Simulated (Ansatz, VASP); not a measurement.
# GaSb3 in VASP and in Ansatz

```xyz
4
Lattice="0.0000 3.6203 3.4320 3.6203 0.0000 3.4320 3.6203 3.6203 0.0000" Properties=species:S:1:pos:R:3 pbc="T T T"
Ga    0.0000    0.0000    0.0000
Sb    1.8101    1.8101    1.7160
Sb    5.4304    5.4304    5.1481
Sb    3.6203    3.6203    3.4320
```

Alike in both runs: task single point; functional LDA; k mesh 10 × 10 × 10; occupations gaussian, width 0.15 eV; no spin polarisation.

```csv
,VASP,Ansatz
version,VASP 6.6.1,Ansatz 0.2.0
potentials or method,"VASP PAW LDA potentials, release 64 (Ga_d, Sb)","scalar-relativistic, plane waves, PAW"
plane-wave cutoff (eV),520,420
valence electrons in the cell,28,58
```

Ansatz gave:

```
gap on the k mesh at the Fermi level (eV)       : none
pressure (GPa)                                  : 4.4
largest component of the traceless stress (GPa) : 1.18
```

What did VASP give for the same quantities?

gap on the k mesh at the Fermi level (eV): none; pressure (GPa): 4.6; largest component of the traceless stress (GPa): 1.20.

A gap of «none» marks a metal or a gap that the smearing closes. The two sets of potentials don't hold the same shells in valence. Ansatz warned: «pseudo_functional_mismatch».

The runs have no spin-orbit coupling, so splittings on Sb are missing.
